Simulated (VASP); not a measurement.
# Ni in VASP: relaxation of the atoms with PBE

Aim: the relaxation of the atoms of Ni with PBE.

All numbers are computed with VASP 6.6.1; they aren't measurements. Logs are shortened: lines on timing, memory, paths and dates and some standing lists are left out, and cuts for length are marked.

## (1) The slab as given

The cell holds a slab with vacuum, 21 atoms: a = 4.316 Å, b = 4.316 Å, c = 25.207 Å, α = 90.00°, β = 90.00°, γ = 120.00°.

The cell was built by a generator and needn't be a form met in nature.

## (2) Relaxation of the atoms, PBE, collinear spin, ferromagnetic start

File INCAR:

```
PREC = Accurate
ENCUT = 520
EDIFF = 1E-6
ISMEAR = 1
SIGMA = 0.1
LREAL = F
LASPH = T
NELM = 100
ALGO = Normal
ISIF = 2
LWAVE = F
LCHARG = F
ISPIN = 2
MAGMOM = 1 1 1 1 1 1 1 1 1 1 1 1 1 1 1 1 1 1 1 1 1
LORBIT = 11
LMAXMIX = 4
GGA = PE
IBRION = 2
NSW = 40
EDIFFG = -0.02
KPAR = 8
```

File KPOINTS:

```
regular mesh
0
Gamma
  9 9 1
```

File POSCAR:

```
Ni
1.0
    3.7377664454      2.1580004634      0.0000000000
   -3.7377664454      2.1580004634      0.0000000000
    0.0000000000      0.0000000000     25.2074940917
Ni
21
Selective dynamics
Direct
    0.0000000000      0.0000000000      0.2578598244  F F F
    0.3333333333      0.6666666667      0.2578598244  F F F
    0.6666666667      0.3333333333      0.2578598244  F F F
    0.3333333333      0.3333333333      0.3385732163  F F F
    0.6666666667      0.0000000000      0.3385732163  F F F
    1.0000000000      0.6666666667      0.3385732163  F F F
    0.3333333333      0.0000000000      0.4192866081  T T T
    0.6666666667      0.6666666667      0.4192866081  T T T
    0.0000000000      0.3333333333      0.4192866081  T T T
    0.0000000000      0.0000000000      0.5000000000  T T T
    0.3333333333      0.6666666667      0.5000000000  T T T
    0.6666666667      0.3333333333      0.5000000000  T T T
    0.3333333333      0.3333333333      0.5807133919  T T T
    0.6666666667      0.0000000000      0.5807133919  T T T
    1.0000000000      0.6666666667      0.5807133919  T T T
    0.3333333333      0.0000000000      0.6614267837  T T T
    0.6666666667      0.6666666667      0.6614267837  T T T
    0.0000000000      0.3333333333      0.6614267837  T T T
    0.0000000000      0.0000000000      0.7421401756  T T T
    0.3333333333      0.6666666667      0.7421401756  T T T
    0.6666666667      0.3333333333      0.7421401756  T T T
```

Potentials or basis: VASP PAW PBE potentials, release 64 (Ni).

Command:

```bash
> cat potpaw_PBE.64/Ni/POTCAR > POTCAR
> mpirun -np 8 vasp_std > vasp.out
```

OUTCAR:

```text
PREC = Accurate
   ENCUT = 520
   EDIFF = 1E-6
   ISMEAR = 1
   LREAL = F
   LASPH = T
   NELM = 100
   ISIF = 2
   ISPIN = 2
   LORBIT = 11
   GGA = PE
   IBRION = 2
   NSW = 40
   EDIFFG = -0.02

 ion  position               nearest neighbor table
   1  0.000  0.000  0.258-   2 2.49   3 2.49   3 2.49   2 2.49   3 2.49   2 2.49   4 2.49   5 2.49
                             6 2.49
   2  0.333  0.667  0.258-   3 2.49   3 2.49   1 2.49   1 2.49   1 2.49   3 2.49   6 2.49   5 2.49
                             4 2.49
   3  0.667  0.333  0.258-   2 2.49   2 2.49   1 2.49   1 2.49   1 2.49   2 2.49   5 2.49   6 2.49
                             4 2.49
   4  0.333  0.333  0.339-   7 2.49   9 2.49   8 2.49   6 2.49   5 2.49   5 2.49   6 2.49   6 2.49
                             5 2.49   1 2.49   3 2.49   2 2.49
   5  0.667  0.000  0.339-   9 2.49   8 2.49   7 2.49   4 2.49   6 2.49   6 2.49   4 2.49   6 2.49
                             4 2.49   3 2.49   1 2.49   2 2.49
   6  0.000  0.667  0.339-   7 2.49   8 2.49   9 2.49   4 2.49   5 2.49   5 2.49   5 2.49   4 2.49
                             4 2.49   2 2.49   1 2.49   3 2.49
   7  0.333  0.000  0.419-   6 2.49   4 2.49   5 2.49   8 2.49   9 2.49   8 2.49   9 2.49   9 2.49
                             8 2.49  10 2.49  11 2.49  12 2.49
   8  0.667  0.667  0.419-   5 2.49   6 2.49   4 2.49   9 2.49   7 2.49   7 2.49   9 2.49   7 2.49
                             9 2.49  10 2.49  11 2.49  12 2.49
   9  0.000  0.333  0.419-   5 2.49   4 2.49   6 2.49   8 2.49   7 2.49   7 2.49   8 2.49   7 2.49
[... 32 lines left out ...]
 A1 = (   3.7377664454,   2.1580004634,   0.0000000000)
 A2 = (  -3.7377664454,   2.1580004634,   0.0000000000)
 A3 = (   0.0000000000,   0.0000000000,  25.2074940917)

Analysis of symmetry for initial positions (statically):
=====================================================================
 Subroutine PRICEL returns following result:

  LATTYP: Found a hexagonal cell.
 ALAT       =     2.4918442967
 C/A-ratio  =    10.1159988710
[... 12 lines left out ...]
 Subroutine GETGRP returns: Found 12 space group operations
 (whereof 12 operations were pure point group operations)
 out of a pool of 24 trial point group operations.

The static configuration has the point symmetry D_3d.

Analysis of symmetry for dynamics (positions and initial velocities):
=====================================================================
 Subroutine PRICEL returns following result:

  LATTYP: Found a hexagonal cell.
 ALAT       =     2.4918442967
 C/A-ratio  =    10.1159988710
[... 12 lines left out ...]
 Subroutine GETGRP returns: Found 12 space group operations
 (whereof 12 operations were pure point group operations)
 out of a pool of 24 trial point group operations.

The dynamic configuration has the point symmetry D_3d.

Analysis of constrained symmetry for selective dynamics:
=====================================================================
 Subroutine PRICEL returns following result:

  LATTYP: Found a hexagonal cell.
 ALAT       =     2.4918442967
 C/A-ratio  =    10.1159988710
[... 12 lines left out ...]
 Subroutine GETGRP returns: Found  6 space group operations
 (whereof  6 operations were pure point group operations)
 out of a pool of 24 trial point group operations.

The constrained configuration has the point symmetry C_3v.

Analysis of structural, dynamic, and magnetic symmetry:
=====================================================================
 Subroutine PRICEL returns following result:

  LATTYP: Found a hexagonal cell.
 ALAT       =     2.4918442967
 C/A-ratio  =    10.1159988710
[... 12 lines left out ...]
 Subroutine GETGRP returns: Found  6 space group operations
 (whereof  6 operations were pure point group operations)
 out of a pool of 24 trial point group operations.

The overall configuration has the point symmetry C_3v.

 Subroutine INISYM returns: Found  6 space group operations
 (whereof  6 operations are pure point group operations),
 and found     3 'primitive' translations

----------------------------------------------------------------------------------------

                                     Primitive cell

  volume of cell :     135.5508

[... 88 lines left out ...]
   NSW    =     40    number of steps for IOM
   IBRION =      2    ionic relax: 0-MD 1-quasi-New 2-CG
   NFREE  =      1    steps in history (QN), initial steepest desc. (CG)
   ISIF   =      2    stress and relaxation
   ISYM   =      2    0-nonsym 1-usesym 2-fastsym
   POTIM  = 0.5000    time-step for ionic-motion
   TEBEG  =    0.0;   TEEND  =   0.0 temperature during run
   PSTRESS=    0.0 pullay stress
   NELECT =     210.0000    total number of electrons
   NUPDOWN=      -1.0000    fix difference up-down
   EMIN   =  10.00;   EMAX   =-10.00  energy-range for DOS
   EFERMI =   0.00;   METHOD = LEGACY
   ISMEAR =     1;   SIGMA  =   0.10  broadening in eV -4-tet -1-fermi 0-gaus
   EFERMI_NEDOS =   21; number of points for ismear=-14 and -15
   IALGO  =     38    algorithm
   IMIX   =      4    mixing-type and parameters
     AMIX     =   0.40;   BMIX     =  1.00
     AMIX_MAG =   1.60;   BMIX_MAG =  1.00
  volume/ion in A,a.u.               =      19.36       130.68
  Fermi-wavevector in a.u.,A,eV,Ry     =   1.313430  2.482022 23.471375  1.725097
  Thomas-Fermi vector in A             =   2.443753
   LORBIT       =     11    0 simple, 1 ext, 2 COOP (PROOUT), +10 PAW based schemes
   GGA     = PE    functional components
   LHFCALC =     F    Hartree Fock is set to
   AEXX    =    0.0000 exact exchange contribution
   IVDW    =     0    specifies the selected vdW correction
   LEPSILON=     F    determine dielectric tensor
   LRPA    =     F    only Hartree local field effects (RPA)
 conjugate gradient relaxation of ions
 spin polarized calculation
 Methfessel and Paxton  Order N= 1 SIGMA  =   0.10
  energy-cutoff  :      520.00
  volume of cell :      406.65
 maximum number of plane-waves:     11000
   NGX = 17   NGY = 17   NGZ = 93

--------------------------------------- Ionic step        1  -------------------------------------------

 number of electron     209.9999934 magnetization      13.8657640

 Free energy of the ion-electron system (eV)
  ---------------------------------------------------
  ext. energy  EPLUGINS =         0.00000000
  ---------------------------------------------------
  free energy    TOTEN  =      -110.98216356 eV

  energy without entropy =     -110.97872551  energy(sigma->0) =     -110.98101754

------------------------ aborting loop because EDIFF is reached ----------------------------------------

  FORCE on cell =-STRESS in cart. coord.  units (eV):
  Direction    XX          YY          ZZ          XY          YZ          ZX
  --------------------------------------------------------------------------------------
  -------------------------------------------------------------------------------------
  Total       -6.1822755     -6.1822755     -3.4747383      0.0000000      0.0000000      0.0000000
  in kB      -24.3576605    -24.3576605    -13.6901851      0.0000000      0.0000000      0.0000000
  external PRESSURE =     -20.8018354 kB  Pullay stress =       0.0000000 kB
[... 146 lines left out ...]
  FREE ENERGIE OF THE ION-ELECTRON SYSTEM (eV)
  ---------------------------------------------------
  free  energy   TOTEN  =      -110.9907427886 eV

  energy  without entropy=     -110.9885399554  energy(sigma->0) =     -110.99000851

[... ionic steps 4 to 9 ...]

--------------------------------------- Ionic step       10  -------------------------------------------

 number of electron     209.9999956 magnetization      13.8481287

------------------------ aborting loop because EDIFF is reached ----------------------------------------
[... 105 lines left out ...]
--------------------------------------- Ionic step       12  -------------------------------------------

 number of electron     209.9999994 magnetization      13.8287089

 Free energy of the ion-electron system (eV)
  ---------------------------------------------------
  ext. energy  EPLUGINS =         0.00000000
  ---------------------------------------------------
  free energy    TOTEN  =      -110.99520695 eV

  energy without entropy =     -110.99331544  energy(sigma->0) =     -110.99457645

 E-fermi :   3.1288     XC(G=0):  -8.1831

 val. band max:        3.1285011678   @ k =   0.4444   0.1111   0.0000
 cond. band min:       3.1314454554   @ k =   0.1111  -0.0000   0.0000
 fundamental gap:      0.0029442876
 Fermi energy:         3.1288077552

 spin component 1

 k-point     1 :       0.0000    0.0000    0.0000
  band No.  band energies     occupation
      1      -5.7126      1.00000
      2      -5.2087      1.00000
      3      -4.3805      1.00000
      4      -3.3806      1.00000
      5      -2.4242      1.00000
      6      -1.8742      1.00000
[... 1429 lines left out ...]
    116       2.8958      1.00239
    117       2.8958      1.00239
 Fermi energy:         3.1288077552

 spin component 2

 k-point     1 :       0.0000    0.0000    0.0000
  band No.  band energies     occupation
      1      -5.7461      1.00000
      2      -5.2416      1.00000
      3      -4.4055      1.00000
      4      -3.3751      1.00000
      5      -2.3235      1.00000
      6      -1.5862      1.00000
[... 1429 lines left out ...]
    116       3.4771     -0.00000
    117       3.4771     -0.00000
 [bands above 117 left out]

------------------------ aborting loop because EDIFF is reached ----------------------------------------

  FORCE on cell =-STRESS in cart. coord.  units (eV):
  Direction    XX          YY          ZZ          XY          YZ          ZX
  --------------------------------------------------------------------------------------
  -------------------------------------------------------------------------------------
  Total       -5.3585004     -5.3585004     -0.9675405     -0.0000000      0.0000000      0.0000000
  in kB      -21.1120540    -21.1120540     -3.8120305     -0.0000000      0.0000000      0.0000000
  external PRESSURE =     -15.3453795 kB  Pullay stress =       0.0000000 kB
[... 36 lines left out ...]
  FREE ENERGIE OF THE ION-ELECTRON SYSTEM (eV)
  ---------------------------------------------------
  free  energy   TOTEN  =      -110.9952069535 eV

  energy  without entropy=     -110.9933154423  energy(sigma->0) =     -110.99457645

 reached required accuracy - stopping structural energy minimisation

 total charge

# of ion       s       p       d       tot
------------------------------------------
    1        0.487   0.377   8.301   9.166
    2        0.487   0.377   8.301   9.166
    3        0.487   0.377   8.301   9.166
    4        0.493   0.493   8.311   9.297
    5        0.493   0.493   8.311   9.297
    6        0.493   0.493   8.311   9.297
[... 13 lines left out ...]
   20        0.492   0.385   8.306   9.183
   21        0.492   0.385   8.306   9.183
--------------------------------------------------
tot         10.377   9.735 174.517 194.628

 magnetization (x)

# of ion       s       p       d       tot
------------------------------------------
    1       -0.005  -0.023   0.723   0.696
    2       -0.005  -0.023   0.723   0.696
    3       -0.005  -0.023   0.723   0.696
    4       -0.007  -0.026   0.722   0.689
    5       -0.007  -0.026   0.722   0.689
    6       -0.007  -0.026   0.722   0.689
[... 13 lines left out ...]
   20       -0.005  -0.023   0.724   0.696
   21       -0.005  -0.023   0.724   0.696
--------------------------------------------------
tot         -0.124  -0.513  14.755  14.118
```

It took 86 min on 8 MPI ranks of Intel Xeon 6975P-C (Granite Rapids), shared host; peak memory 1.3 GiB.

Results:

```
Free energy                                           : -110.9952 eV
Energy gained by relaxing                             : 0.6 meV/atom
Ionic steps                                           : 12
Band gap on the k mesh                                : none (metal or under the smearing width)
Net moment                                            : 13.83 μB per cell
Site moments                                          : Ni +0.70, +0.69, +0.65, +0.64 μB
Valence electrons inside the program's atomic spheres : Ni 9.17, 9.30, 9.31, 9.18
```

Step by step:
```csv
step,energy change (eV),largest force (eV/Å),pressure (GPa)
1,0.0000,0.1925,-2.08
2,-0.0063,0.1919,-2.01
3,-0.0086,0.1912,-1.94
4,-0.0096,0.1911,-1.91
5,-0.0099,0.1910,-1.89
6,-0.0103,0.1913,-1.86
7,-0.0108,0.1916,-1.81
8,-0.0110,0.1922,-1.79
9,-0.0113,0.1929,-1.75
10,-0.0117,0.1927,-1.72
11,-0.0126,0.1909,-1.66
12,-0.0130,0.1985,-1.53
```

Final structure:
```yaml
crystal:
  lattice:
    - [3.73777, 2.15800, 0.00000]
    - [-3.73777, 2.15800, 0.00000]
    - [0.00000, 0.00000, 25.20749]
  atoms:
    - { symbol: Ni, position: [0.00000, 0.00000, 0.25786] }
    - { symbol: Ni, position: [0.33333, 0.66667, 0.25786] }
    - { symbol: Ni, position: [0.66667, 0.33333, 0.25786] }
    - { symbol: Ni, position: [0.33333, 0.33333, 0.33857] }
    - { symbol: Ni, position: [0.66667, 0.00000, 0.33857] }
    - { symbol: Ni, position: [0.00000, 0.66667, 0.33857] }
    - { symbol: Ni, position: [0.33333, 0.00000, 0.41870] }
    - { symbol: Ni, position: [0.66667, 0.66667, 0.41870] }
    - { symbol: Ni, position: [0.00000, 0.33333, 0.41870] }
    - { symbol: Ni, position: [0.00000, 0.00000, 0.49922] }
    - { symbol: Ni, position: [0.33333, 0.66667, 0.49922] }
    - { symbol: Ni, position: [0.66667, 0.33333, 0.49922] }
    - { symbol: Ni, position: [0.33333, 0.33333, 0.57977] }
    - { symbol: Ni, position: [0.66667, 0.00000, 0.57977] }
    - { symbol: Ni, position: [0.00000, 0.66667, 0.57977] }
    - { symbol: Ni, position: [0.33333, 0.00000, 0.66013] }
    - { symbol: Ni, position: [0.66667, 0.66667, 0.66013] }
    - { symbol: Ni, position: [0.00000, 0.33333, 0.66013] }
    - { symbol: Ni, position: [0.00000, 0.00000, 0.73934] }
    - { symbol: Ni, position: [0.33333, 0.66667, 0.73934] }
    - { symbol: Ni, position: [0.66667, 0.33333, 0.73934] }
```
